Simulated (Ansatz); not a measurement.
Al: single point with B3LYP

Crystal: Al.

```
Al
1.0
     2.81246    0.00000    0.00000
    -1.40623    2.43566    0.00000
     0.00000    0.00000    4.86685
Al
2
Direct
  0.33333 0.66667 0.25000
  0.66667 0.33333 0.75000
```

This isn't the form of Al at room conditions, which is fcc.

| Item | Value |
| --- | --- |
| Program | Ansatz 0.2.0 |
| Task | single point |
| Functional | B3LYP |
| Potentials or basis | Ansatz PAW |
| Cutoff | 420 eV (not typed: the program's choice for these potentials) |
| k mesh | 6 × 6 × 3 |
| Occupations | fermi-dirac, width 0.05 eV |
| Spin | no spin polarisation |

```json
{"Pressure": "3.8 GPa", "Band gap on the k mesh": "none (metal or under the smearing width)"}
```

Stress tensor (GPa, compression positive):
```
 6.52  0.00  0.00
 0.00  6.52  0.00
 0.00  0.00 -1.73
```

Levels at points of the mesh, in eV from the Fermi level:
| k point | band 1 | band 2 | band 3 | band 4 | band 5 | band 6 | band 7 |
| --- | --- | --- | --- | --- | --- | --- | --- |
| (0.00, 0.00, 0.00) | -12.96 | -6.35 | -5.90 | 11.74 | 12.05 | 12.05 | 12.28 |
| (0.00, -0.50, 0.00) | -6.32 | -6.13 | 0.46 | 0.54 | 1.25 | 1.61 | 6.73 |

It took 7.3 s on 1 × NVIDIA H100 80GB HBM3 with 2 threads of AMD EPYC 7R13 Processor (Zen 3), on a shared host, peak memory 1.3 GiB.

Caveat: the k mesh is coarse (spacing up to 0.43 Å⁻¹), so the values aren't converged, least of all with exact exchange; the PAW data sets come from PBE, with cores solved anew for the run's functional, which leaves a small shift of forces and pressure; the thresholds are loose for stress.
